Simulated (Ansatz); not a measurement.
# The perfect armchair graphene nanoribbon (N = 13, H edges), part 3 of 3

Aim: is the armchair graphene nanoribbon (N = 13, H edges) a metal or a semiconductor?

Ansatz 0.2.0; DFT PBE, plane waves, PAW; relaxation of a wire's period (the session's first sound run).

So far, band gap (eV): step 3 (the wire at its relaxed period, PBE) 0.869; step 4 (LDA PBE, k-mesh 1×1×14) 0.868; step 5 (PBEsol PBE, k-mesh 1×1×14) 0.870; step 6 (r2SCAN PBE, cutoff 500 eV, k-mesh 1×1×14) 0.926.

### 8. At a strained period, period over the relaxed period 1.03

This step: DFT PBE, plane waves, PAW; relaxation at a fixed period (Ansatz 0.2.0).

The period is set to 1.03 times the relaxed one and the atoms relax within it: strain changes bond lengths and angles, which shifts the bands against each other. Against the first PBE run of this kind, the mesh along the wire has 14 points against 19.

The cell differs from the one that the last finished run ended in (c 4.287 → 4.415 Å).

The input, input.yaml:

```yaml
crystal:
  lattice:
    - [23.61, 0.0, 0.0]
    - [0.0, 7.0, 0.0]
    - [0.0, 0.0, 4.4153221327]
  atoms:
    - { symbol: C, position: [0.18785037, 0.5, 0.006908199] }
    - { symbol: C, position: [0.29101169, 0.5, 0.99983679] }
    - { symbol: C, position: [0.395629549, 0.5, 0.999796819] }
    - { symbol: C, position: [0.5, 0.5, 0.000536816] }
    - { symbol: C, position: [0.604370451, 0.5, 0.999796819] }
    - { symbol: C, position: [0.70898831, 0.5, 0.99983679] }
    - { symbol: C, position: [0.81214963, 0.5, 0.006908199] }
    - { symbol: C, position: [0.18785037, 0.5, 0.326425134] }
    - { symbol: C, position: [0.29101169, 0.5, 0.333496543] }
    - { symbol: C, position: [0.395629549, 0.5, 0.333536514] }
    - { symbol: C, position: [0.5, 0.5, 0.332796518] }
    - { symbol: C, position: [0.604370451, 0.5, 0.333536514] }
    - { symbol: C, position: [0.70898831, 0.5, 0.333496543] }
    - { symbol: C, position: [0.81214963, 0.5, 0.326425134] }
    - { symbol: H, position: [0.147291734, 0.5, 0.446586669] }
    - { symbol: H, position: [0.852708266, 0.5, 0.446586669] }
    - { symbol: C, position: [0.238906234, 0.5, 0.498954979] }
    - { symbol: C, position: [0.343443562, 0.5, 0.500784911] }
    - { symbol: C, position: [0.447735987, 0.5, 0.499970887] }
    - { symbol: C, position: [0.552264013, 0.5, 0.499970887] }
    - { symbol: C, position: [0.656556438, 0.5, 0.500784911] }
    - { symbol: C, position: [0.761093766, 0.5, 0.498954979] }
    - { symbol: C, position: [0.238906234, 0.5, 0.834378355] }
    - { symbol: C, position: [0.343443562, 0.5, 0.832548423] }
    - { symbol: C, position: [0.447735987, 0.5, 0.833362447] }
    - { symbol: C, position: [0.552264013, 0.5, 0.833362447] }
    - { symbol: C, position: [0.656556438, 0.5, 0.832548423] }
    - { symbol: C, position: [0.761093766, 0.5, 0.834378355] }
    - { symbol: H, position: [0.147291734, 0.5, 0.886746664] }
    - { symbol: H, position: [0.852708266, 0.5, 0.886746664] }
kpoints:
  mp_grid: { grid: [1, 1, 14] }
  band_path: { path: ["Γ", Z], npoints: 50 }
scf:
  occupations: { method: fermi_dirac, width: 0.05 }
hamiltonian:
  xc: pbe
relax:
  max_steps: 40
  f_tol: 0.02
output:
  stress: true
```

On the command line:

```
> ansatz run input.yaml --threads 4 --pin off --max-ram 16384MiB --backend cpu --events-out ev --progress --plain --runs-dir out
```

Numbers of over 12 decimals in the logs are rounded to 6 here.

Output:

```text
Warning: output.stress: scf.convergence.dr2_threshold = 1e-7 eV (the SCF's general default) is looser than the 3e-9 eV advised for a printed stress (1e-10 eV for each atom of the cell: 30). What an SCF threshold leaves in a stress goes as its square root, and in the free energy as the threshold itself, and one threshold admits the most on a small cell: [figures from the program's tests cut] Every solve of this run an [...]
[...]
Crystal: 30 atoms, lattice volume = 729.720 Å³
Basis set: ecut = 420 eV, 14271 PW (Γ), exchange–correlation on 320×96×60 points (8 copies of the dense FFT grid, shifted against one another)
Bands: 84, of which v1, the nominal top of the filled ones, is band 54 counted from 1 (53 counted from 0)
Symmetry: 8 space group operations
[...]
k-points: 8 of 14
[...]
SCF iter   1: F=—  HF=-6587.072053 eV  |F-HF|=—  |Δ(HF+E_count)|=         —  Δρ=2.67e-3  dr2=1.54e-1  ethr=1.77e-3  ⟨swp⟩=10.1  Hψ=3977  notcnv=0  defer=115
[...]
SCF iter   7: F=-6587.038893 eV  HF=-6587.038894 eV  |F-HF|=6.28e-7  |Δ(HF+E_count)|=   1.42e-5  Δρ=1.48e-5  dr2=2.04e-6  ethr=9.26e-9  ⟨swp⟩=4.0  Hψ=1987  notcnv=0
SCF 1 converged in 7 iterations: F = -6587.038893 eV  dr2 = 2.04e-6
[...]
relax step   1: F+E_penalty+E_count = -6587.03889305 eV  Δ(F+E_penalty+E_count) = +0.000e0 eV  max|allowed force component| = 8.395e-1 eV/Å  Δτ_max = 0.0000 Å  (7 SCF iters, dr2 threshold 1.00e-5 eV, accepted)
[...]
SCF iter   6: F=-6587.098088 eV  HF=-6587.098092 eV  |F-HF|=4.19e-6  |Δ(HF+E_count)|=   1.68e-5  Δρ=3.37e-5  dr2=8.95e-6  ethr=4.08e-8  ⟨swp⟩=3.0  Hψ=2224  notcnv=0
SCF 2 converged in 6 iterations: F = -6587.098088 eV  dr2 = 8.95e-6
[...]
relax step   2: F+E_penalty+E_count = -6587.09808803 eV  Δ(F+E_penalty+E_count) = -5.919e-2 eV  max|allowed force component| = 2.704e-1 eV/Å  Δτ_max = 0.0395 Å  (6 SCF iters, dr2 threshold 4.40e-5 eV, accepted)
SCF iter   1: F=—  HF=-6587.105339 eV  |F-HF|=—  |Δ(HF+E_count)|=         —  Δρ=1.27e-3  dr2=6.71e-3  ethr=5.89e-5  ⟨swp⟩=3.2  Hψ=1420  notcnv=0  defer=191
[...]
SCF iter   6: F=-6587.103987 eV  HF=-6587.103987 eV  |F-HF|=1.27e-8  |Δ(HF+E_count)|=   3.80e-7  Δρ=8.50e-6  dr2=4.74e-7  ethr=4.23e-9  ⟨swp⟩=4.0  Hψ=1921  notcnv=0
SCF 3 converged in 6 iterations: F = -6587.103987 eV  dr2 = 4.74e-7
[...]
relax step   3: F+E_penalty+E_count = -6587.10398694 eV  Δ(F+E_penalty+E_count) = -5.899e-3 eV  max|allowed force component| = 5.153e-2 eV/Å  Δτ_max = 0.0142 Å  (6 SCF iters, dr2 threshold 4.57e-6 eV, accepted)
SCF iter   1: F=—  HF=-6587.103833 eV  |F-HF|=—  |Δ(HF+E_count)|=         —  Δρ=7.55e-5  dr2=3.09e-5  ethr=1.64e-7  ⟨swp⟩=2.2  Hψ=1277  notcnv=0  defer=191
[...]
SCF iter   4: F=-6587.104096 eV  HF=-6587.104096 eV  |F-HF|=3.32e-9  |Δ(HF+E_count)|=   1.36e-8  Δρ=2.42e-6  dr2=2.40e-8  ethr=9.26e-11  ⟨swp⟩=5.0  Hψ=2152  notcnv=0
SCF 4 converged in 4 iterations: F = -6587.104096 eV  dr2 = 2.40e-8
relax step   4: F+E_penalty+E_count = -6587.10409611 eV  Δ(F+E_penalty+E_count) = -1.092e-4 eV  max|allowed force component| = 1.432e-2 eV/Å  Δτ_max = 0.0008 Å  (4 SCF iters, accepted)
[...]
the search or the solves at the SCF's close seem to have found levels that the self-consistency loop had missed (the run counts 1). By its estimate they hold under 1e-12 electrons; where the run keeps them, the occupations were computed again with them
[...]
SCF converged after 4 iterations
Free energy (F): -6587.104096 eV
[...]
Internal energy: -6587.103625 eV  (E = F + TS)
E sigma→0 (E₀):  -6587.103861 eV
Entropy (-TS):   -0.000471 eV (-0.016 meV/atom)
Fermi energy:    -0.454769 eV
[...]
--- Forces (eV/Å), atoms counted from 1 ---
  atom   1  C     -0.00128294     0.00000000    -0.00232246
  atom   2  C      0.00171088    -0.00000000     0.00661677
  atom   3  C      0.00099793     0.00000000     0.00399760
  atom   4  C     -0.00000000    -0.00000000     0.00414331
  atom   5  C     -0.00099793     0.00000000     0.00399760
  atom   6  C     -0.00171088     0.00000000     0.00661677
  atom   7  C      0.00128294     0.00000000    -0.00232246
  atom   8  C     -0.00128294    -0.00000000     0.00232246
  atom   9  C      0.00171088    -0.00000000    -0.00661677
  atom  10  C      0.00099793    -0.00000000    -0.00399760
  atom  11  C      0.00000000     0.00000000    -0.00414331
  atom  12  C     -0.00099793    -0.00000000    -0.00399760
  atom  13  C     -0.00171088     0.00000000    -0.00661677
  atom  14  C      0.00128294     0.00000000     0.00232246
  atom  15  H     -0.00257442    -0.00000000     0.00004521
  atom  16  H      0.00257442    -0.00000000     0.00004521
  atom  17  C      0.00117277    -0.00000000     0.01432473
  atom  18  C     -0.00161992     0.00000000     0.00168219
  atom  19  C     -0.00060306    -0.00000000     0.00353172
  atom  20  C      0.00060306    -0.00000000     0.00353172
  atom  21  C      0.00161992    -0.00000000     0.00168219
  atom  22  C     -0.00117277    -0.00000000     0.01432473
  atom  23  C      0.00117277     0.00000000    -0.01432473
  atom  24  C     -0.00161992    -0.00000000    -0.00168219
  atom  25  C     -0.00060306     0.00000000    -0.00353172
  atom  26  C      0.00060306     0.00000000    -0.00353172
  atom  27  C      0.00161992    -0.00000000    -0.00168219
  atom  28  C     -0.00117277     0.00000000    -0.01432473
  atom  29  H     -0.00257442     0.00000000    -0.00004521
  atom  30  H      0.00257442     0.00000000    -0.00004521
  max |Σ_I F_I| component: 5.19e-18 eV/Å
--- Stress (GPa, compression-positive) ---
        0.016884      -0.000000      -0.000000
       -0.000000       0.131214       0.000000
       -0.000000       0.000000      -8.711577
  P = ⅓ Tr σ = -2.8545 GPa (-28.545 kbar)
--- Band table (eV; the first three rows and the last of 8) ---
  k-point 0: bands = [... 50 lower, -1.9752, -1.8244, -1.2097, -0.7173, -0.1922, 0.2091, 0.7790, 0.9886, ... 26 higher]
  k-point 1: bands = [... 50 lower, -2.1664, -1.8528, -1.4655, -1.0191, 0.0979, 0.4728, 0.9879, 0.9940, ... 26 higher]
  k-point 2: bands = [... 50 lower, -2.6136, -2.0132, -1.9004, -1.4930, 0.5391, 0.9746, 1.0257, 1.5145, ... 26 higher]
  k-point 7: bands = [... 50 lower, -3.6992, -3.1265, -2.9395, -2.6690, 1.3255, 1.6868, 1.8855, 2.7242, ... 26 higher]
--- Relaxed structure (4 steps of the walk, 4 accepted, 0 SCFs on fresh bases) ---
  F+E_penalty+E_count = -6587.10409611 eV   max|allowed force component| = 1.432e-2 eV/Å
  atoms:
    - { symbol: C, position: [0.189649, 0.500000, 0.00977487] }
    - { symbol: C, position: [0.291982, 0.500000, 1.000419] }
    - { symbol: C, position: [0.396091, 0.500000, 1.000301] }
    - { symbol: C, position: [0.5, 0.500000, 0.00111791] }
    - { symbol: C, position: [0.603909, 0.500000, 1.000301] }
    - { symbol: C, position: [0.708018, 0.500000, 1.000419] }
    - { symbol: C, position: [0.810351, 0.500000, 0.00977487] }
    - { symbol: C, position: [0.189649, 0.500000, 0.323558] }
    - { symbol: C, position: [0.291982, 0.500000, 0.332914] }
    - { symbol: C, position: [0.396091, 0.500000, 0.333032] }
    - { symbol: C, position: [0.5, 0.500000, 0.332215] }
    - { symbol: C, position: [0.603909, 0.500000, 0.333032] }
    - { symbol: C, position: [0.708018, 0.500000, 0.332914] }
    - { symbol: C, position: [0.810351, 0.500000, 0.323558] }
    - { symbol: H, position: [0.148677, 0.500000, 0.437080] }
    - { symbol: H, position: [0.851323, 0.500000, 0.437080] }
    - { symbol: C, position: [0.240048, 0.500000, 0.499572] }
    - { symbol: C, position: [0.344181, 0.500000, 0.501415] }
    - { symbol: C, position: [0.447991, 0.500000, 0.500580] }
    - { symbol: C, position: [0.552009, 0.500000, 0.500580] }
    - { symbol: C, position: [0.655819, 0.500000, 0.501415] }
    - { symbol: C, position: [0.759952, 0.500000, 0.499572] }
    - { symbol: C, position: [0.240048, 0.500000, 0.833761] }
    - { symbol: C, position: [0.344181, 0.500000, 0.831918] }
    - { symbol: C, position: [0.447991, 0.500000, 0.832753] }
    - { symbol: C, position: [0.552009, 0.500000, 0.832753] }
    - { symbol: C, position: [0.655819, 0.500000, 0.831918] }
    - { symbol: C, position: [0.759952, 0.500000, 0.833761] }
    - { symbol: H, position: [0.148677, 0.500000, 0.896253] }
    - { symbol: H, position: [0.851323, 0.500000, 0.896253] }
```

Elapsed: 71 s, on 4 threads of Arm Neoverse V2, shared host; peak memory 2.4 GiB; 4.6 min of CPU time.

Step by step:

```csv
step,energy less that of the first step (eV),largest force component (eV/Å)
1,0.0000,0.8395
2,-0.0592,0.2704
3,-0.0651,0.0515
4,-0.0652,0.0143
```

Forces are held to the 8 operations that the run works with; a distortion that breaks them can't arise in this run.

The atoms that moved most (Å):

```csv
atom,dx,dy,dz,length
H30,-0.033,0.000,0.042,0.053
H29,0.033,0.000,0.042,0.053
H16,-0.033,0.000,-0.042,0.053
H15,0.033,0.000,-0.042,0.053
C1,0.042,0.000,0.013,0.044
C7,-0.042,0.000,0.013,0.044
C8,0.042,0.000,-0.013,0.044
C14,-0.042,0.000,-0.013,0.044
```

Final coordinates:

```cif
data_structure
_symmetry_space_group_name_H-M 'P 1'
_symmetry_Int_Tables_number 1
_cell_length_a 23.6100
_cell_length_b 7.0000
_cell_length_c 4.4153
_cell_angle_alpha 90.000
_cell_angle_beta 90.000
_cell_angle_gamma 90.000
_cell_volume 729.72
loop_
_atom_site_label
_atom_site_type_symbol
_atom_site_fract_x
_atom_site_fract_y
_atom_site_fract_z
_atom_site_occupancy
C1 C 0.18965 0.50000 0.00977 1
C2 C 0.29198 0.50000 0.00042 1
C3 C 0.39609 0.50000 0.00030 1
C4 C 0.50000 0.50000 0.00112 1
C5 C 0.60391 0.50000 0.00030 1
C6 C 0.70802 0.50000 0.00042 1
C7 C 0.81035 0.50000 0.00977 1
C8 C 0.18965 0.50000 0.32356 1
C9 C 0.29198 0.50000 0.33291 1
C10 C 0.39609 0.50000 0.33303 1
C11 C 0.50000 0.50000 0.33222 1
C12 C 0.60391 0.50000 0.33303 1
C13 C 0.70802 0.50000 0.33291 1
C14 C 0.81035 0.50000 0.32356 1
H15 H 0.14868 0.50000 0.43708 1
H16 H 0.85132 0.50000 0.43708 1
C17 C 0.24005 0.50000 0.49957 1
C18 C 0.34418 0.50000 0.50142 1
C19 C 0.44799 0.50000 0.50058 1
C20 C 0.55201 0.50000 0.50058 1
C21 C 0.65582 0.50000 0.50142 1
C22 C 0.75995 0.50000 0.49957 1
C23 C 0.24005 0.50000 0.83376 1
C24 C 0.34418 0.50000 0.83192 1
C25 C 0.44799 0.50000 0.83275 1
C26 C 0.55201 0.50000 0.83275 1
C27 C 0.65582 0.50000 0.83192 1
C28 C 0.75995 0.50000 0.83376 1
H29 H 0.14868 0.50000 0.89625 1
H30 H 0.85132 0.50000 0.89625 1
```

This step gave:

```
energy at zero smearing : -6587.1039 eV
band gap                : 0.5251 eV
```

Electronic bands along the path, in eV, zero at the Fermi level:

```csv
point,band 51,band 52,band 53,band 54,band 55,band 56,band 57,band 58
Γ,-1.52,-1.37,-0.75,-0.26,0.26,0.66,1.23,1.44
halfway,-2.40,-2.38,-1.77,-1.70,1.52,1.66,2.27,2.36
Z,-3.24,-2.67,-2.48,-2.21,1.78,2.14,2.34,3.18
```

The gap is 0.525 eV, against 0.869 eV under PBE at the relaxed period.

### 9. At a strained period, period over the relaxed period 1.06

The period is set to 1.06 times the relaxed one and the atoms relax within it: strain changes bond lengths and angles, which shifts the bands against each other. Against the first PBE run of this kind, the mesh along the wire has 14 points against 19.

The cell differs from the one that the last finished run ended in (c 4.415 → 4.544 Å).

input.yaml: that of step 8 with these lines changed.

```diff
@@ -4,3 +4,3 @@
     - [0.0, 7.0, 0.0]
-    - [0.0, 0.0, 4.4153221327]
+    - [0.0, 0.0, 4.5439237482]
   atoms:
```

Output:

```text
[...]
Crystal: 30 atoms, lattice volume = 750.974 Å³
Basis set: ecut = 420 eV, 14679 PW (Γ), exchange–correlation on 320×96×64 points (8 copies of the dense FFT grid, shifted against one another)
Bands: 84, of which v1, the nominal top of the filled ones, is band 54 counted from 1 (53 counted from 0)
Symmetry: 8 space group operations
[...]
- { symbol: H, position: [0.149776, 0.5, 0.427363] }
    - { symbol: H, position: [0.850224, 0.5, 0.427363] }
[...]
- { symbol: C, position: [0.448216, 0.5, 0.832639] }
    - { symbol: C, position: [0.551784, 0.5, 0.832639] }
    - { symbol: C, position: [0.655218, 0.5, 0.832046] }
    - { symbol: C, position: [0.759085, 0.5, 0.833798] }
    - { symbol: H, position: [0.149776, 0.5, 0.905970] }
    - { symbol: H, position: [0.850224, 0.5, 0.905970] }
[key lines of the parts left out:]
SCF converged after 5 iterations
Free energy (F): -6585.448154 eV
Fermi energy:    -0.615213 eV
P = ⅓ Tr σ = -5.2825 GPa (-52.825 kbar)
```

Wall time 79 s (4 threads); peak memory 2.5 GiB; 5.2 min of CPU time.

Step by step:

```csv
step,energy less that of the first step (eV),largest force component (eV/Å)
1,0.0000,1.3082
2,-0.2038,0.4559
3,-0.2215,0.0724
4,-0.2216,0.0451
5,-0.2218,0.0026
```

The run keeps the 8 symmetry operations that it works with, so distortions that break them were not tested.

The atoms that moved most (Å):

```csv
atom,dx,dy,dz,length
H30,-0.059,0.000,0.087,0.105
H29,0.059,0.000,0.087,0.105
H16,-0.059,0.000,-0.087,0.105
H15,0.059,0.000,-0.087,0.105
C7,-0.079,0.000,0.025,0.083
C1,0.079,0.000,0.025,0.083
C14,-0.079,0.000,-0.025,0.083
C8,0.079,0.000,-0.025,0.083
```

Final coordinates:

```xyz
30
Lattice="23.6100 0.0000 0.0000 0.0000 7.0000 0.0000 0.0000 0.0000 4.5439" Properties=species:S:1:pos:R:3
C     4.5142    3.5000    0.0564
C     6.9123    3.5000    4.5461
C     9.3598    3.5000    4.5449
C    11.8050    3.5000    0.0041
C    14.2502    3.5000    4.5449
C    16.6977    3.5000    4.5461
C    19.0958    3.5000    0.0564
C     4.5142    3.5000    1.4582
C     6.9123    3.5000    1.5125
C     9.3598    3.5000    1.5137
C    11.8050    3.5000    1.5106
C    14.2502    3.5000    1.5137
C    16.6977    3.5000    1.5125
C    19.0958    3.5000    1.4582
H     3.5362    3.5000    1.9419
H    20.0738    3.5000    1.9419
C     5.6880    3.5000    2.2698
C     8.1403    3.5000    2.2778
C    10.5824    3.5000    2.2751
C    13.0276    3.5000    2.2751
C    15.4697    3.5000    2.2778
C    17.9220    3.5000    2.2698
C     5.6880    3.5000    3.7887
C     8.1403    3.5000    3.7808
C    10.5824    3.5000    3.7834
C    13.0276    3.5000    3.7834
C    15.4697    3.5000    3.7808
C    17.9220    3.5000    3.7887
H     3.5362    3.5000    4.1167
H    20.0738    3.5000    4.1167
```

This step gave:

```yaml
energy_at_zero_smearing: -6585.4450 eV
band_gap: 0.1670 eV
```

The gap is 0.167 eV, against 0.869 eV under PBE at the relaxed period.

### 10. A varied input

This step: DFT revPBE, plane waves, PAW; bands of a perfect wire at the PBE geometry; changed: kpoints.mp_grid.grid = [1, 1, 18], hamiltonian.xc = "revpbe" (Ansatz 0.2.0).

The atoms of the band run (LDA) are kept and the input is varied, to see whether the result depends on it.

input.yaml: that of step 9 with these lines changed.

```diff
@@ -4,3 +4,3 @@
     - [0.0, 7.0, 0.0]
-    - [0.0, 0.0, 4.5439237482]
+    - [0.0, 0.0, 4.2867205172]
   atoms:
@@ -37,3 +37,3 @@
 kpoints:
-  mp_grid: { grid: [1, 1, 14] }
+  mp_grid: { grid: [1, 1, 18] }
   band_path: { path: ["Γ", Z], npoints: 50 }
@@ -42,7 +42,2 @@
 hamiltonian:
-  xc: pbe
-relax:
-  max_steps: 40
-  f_tol: 0.02
-output:
-  stress: true
+  xc: revpbe
```

Output:

```text
[...]
Crystal: 30 atoms, lattice volume = 708.466 Å³
Basis set: ecut = 420 eV, 13883 PW (Γ)
Bands: 84, of which v1, the nominal top of the filled ones, is band 54 counted from 1 (53 counted from 0)
Symmetry: 8 space group operations
[...]
k-points: 10 of 18
[...]
SCF iter   1: F=—  HF=-6613.133277 eV  |F-HF|=—  |Δ(HF+E_count)|=         —  Δρ=2.84e-3  dr2=1.47e-1  ethr=1.77e-3  ⟨swp⟩=9.8  Hψ=4915  notcnv=0  defer=155
[...]
SCF iter   9: F=-6613.098617 eV  HF=-6613.098617 eV  |F-HF|=1.07e-9  |Δ(HF+E_count)|=   2.55e-7  Δρ=1.93e-6  dr2=3.30e-8  ethr=9.26e-11  ⟨swp⟩=25.5  Hψ=6256  notcnv=0
SCF 1 converged in 9 iterations: F = -6613.098617 eV  dr2 = 3.30e-8
[...]
SCF converged after 9 iterations
Free energy (F): -6613.098617 eV
[...]
Internal energy: -6613.098595 eV  (E = F + TS)
E sigma→0 (E₀):  -6613.098606 eV
Entropy (-TS):   -0.000022 eV (-0.001 meV/atom)
Fermi energy:    -0.189192 eV
[...]
--- Band table (eV; the first three rows and the last of 10) ---
  k-point 0: bands = [... 50 lower, -1.7634, -1.5332, -0.7702, -0.6226, 0.2471, 0.3654, 1.0080, 1.3533, ... 26 higher]
  k-point 1: bands = [... 50 lower, -1.7767, -1.6740, -0.9791, -0.7739, 0.3870, 0.5753, 1.1614, 1.4124, ... 26 higher]
  k-point 2: bands = [... 50 lower, -2.0215, -1.8192, -1.3986, -1.0921, 0.6730, 0.9987, 1.3937, 1.5464, ... 26 higher]
  k-point 9: bands = [... 50 lower, -3.5935, -3.0121, -2.8570, -2.5866, 1.6037, 1.9894, 2.1273, 3.0368, ... 26 higher]
```

Wall time 52 s (4 threads); peak memory 2.3 GiB.

Numbers from this step:

```
band gap : 0.8696 eV
```

It took 52 s against 43 s for the run it varies.

The band gap stays within 0.2 % plus 0.001 of the run it varies.

Against step 4 (now revPBE PBE and k-mesh 1×1×18), the band gap goes from 0.868 to 0.870 eV.

### 11. A varied input

This step: DFT LDA, plane waves, PAW; bands of a perfect wire at the PBE geometry; changed: basis.ecutwfc = "520 ev", scf.max_iter = 50 (Ansatz 0.2.0).

The input of the band run (LDA) is made doubtful on purpose.

input.yaml: that of step 10 with these lines changed.

```diff
@@ -37,3 +37,3 @@
 kpoints:
-  mp_grid: { grid: [1, 1, 18] }
+  mp_grid: { grid: [1, 1, 14] }
   band_path: { path: ["Γ", Z], npoints: 50 }
@@ -41,3 +41,6 @@
   occupations: { method: fermi_dirac, width: 0.05 }
+  max_iter: 50
 hamiltonian:
-  xc: revpbe
+  xc: lda
+basis:
+  ecutwfc: "520 ev"
```

Output:

```text
Error: YAML parse error: error: line 46 column 12: unknown unit factor `ev` — a unit is read by its exact case: `eV` is a unit here, `ev` is not
  --> <input>:46:12
   |
44 |   xc: lda
45 | basis:
46 |   ecutwfc: "520 ev"
   |            ^ unknown unit factor `ev` — a unit is read by its exact case: `eV` is a unit here, `ev` is not
```

Elapsed: 0.02 s, on 4 threads; peak memory 0.022 GiB.

The input was rejected at the start.

The program's message: “Error: YAML parse error: error: line 46 column 12: unknown unit factor `ev` — a unit is read by its exact case: `eV` is a unit here, `ev` is not”

The change that led to it: basis.ecutwfc = "520 ev".

### 12. Summary of results

| Item | Value |
| --- | --- |
| cell length, PBE | 4.287 Å |
| gap, PBE | 0.869 eV |
| gap, LDA | 0.868 eV |
| gap, PBEsol | 0.870 eV |
| gap, r2SCAN | 0.926 eV |
| gap, period scaled by 1.03 | 0.525 eV |
| gap, period scaled by 1.06 | 0.167 eV |

What this shows: Under PBE the cell's length is 4.29 Å, and a gap of 0.87 eV makes it a semiconductor. At the relaxed period the wire is gapped under every functional, from 0.87 eV (LDA) to 0.93 eV (r2SCAN). Weak screening in one dimension makes quasiparticle gaps larger than the semilocal gaps, as a rule. Strain matters: under PBE the gap goes from 0.87 eV to 0.525 eV at 1.03 times the period and 0.167 eV at 1.06 times the period. Where the gap is under about 0.35 eV, the smearing of 0.05 eV partly fills the band edges in the SCF.

[Logs are printed without paths, hosts, clocks, repeated set-up lines and the standing remarks that a program may print on its own settings, such as how far it seeks lower states.]

[Hosts, paths, dates, database ids (printed as entryN), source tags and the programs' standing remarks are cut or masked in the printed files.]
